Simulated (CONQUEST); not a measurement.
Input of a CONQUEST 1.3 run:

Contents of Conquest_input:

```
IO.Title ZnAu
IO.Coordinates coords.dat
IO.FractionalAtomicCoords F
IO.Iprint 2
IO.Iprint_init 1
General.NumberOfSpecies 2
General.PseudopotentialType hamann
AtomMove.TypeOfRun cg
AtomMove.FullStress T
Grid.GridCutoff 80
DM.SolutionMethod diagon
Diag.MPMesh T
Diag.GammaCentred T
Diag.MPMeshX 5
Diag.MPMeshY 5
Diag.MPMeshZ 5
Diag.kT 0.00183747
minE.SCTolerance 1e-6
SC.MaxIters 100
IO.AtomChargeOutput T
AtomMove.NumSteps 30
AtomMove.WriteExtXYZ T
AtomMove.OutputFreq 1
AtomMove.WriteXSF F
AtomMove.MaxForceTol 1e-3
AtomMove.CGLineMin backtrack
IO.DumpChargeDensity T
IO.DumpTotPot T
%block ChemicalSpeciesLabel
1 196.970 Au
2 65.390 Zn
%endblock
```

coords.dat

```
    5.9469681142     0.0000000000     0.0000000000
    0.0000000000     5.9469681142     0.0000000000
    0.0000000000     0.0000000000     5.9469681142
2
  0.0087777249   5.9295256567   0.0309837039 1 T T T
  3.0028918144   2.9852293191   2.9761423518 2 T T T
```

Potentials or basis: PseudoDojo NC PBE, DZ, grid cutoff 80 Ha.

Run with:

```console
$ Conquest
```

(1) Estimate the Mulliken charges.

(2) Estimate the band gap on the k mesh.

(3) Estimate the energy gained by relaxing.

## Answers

(1) Au -0.43; Zn +0.43 e.

(2) none (metal or under the smearing width).

(3) 93.2 meV/atom.

Caveat: the k mesh is coarse (spacing up to 0.40 Å⁻¹), so the values aren't converged; the atomic basis is small; the energies along the path lack the entropy term of the smearing; the basis of atomic orbitals isn't converged, which shifts pressures, moduli and gaps.
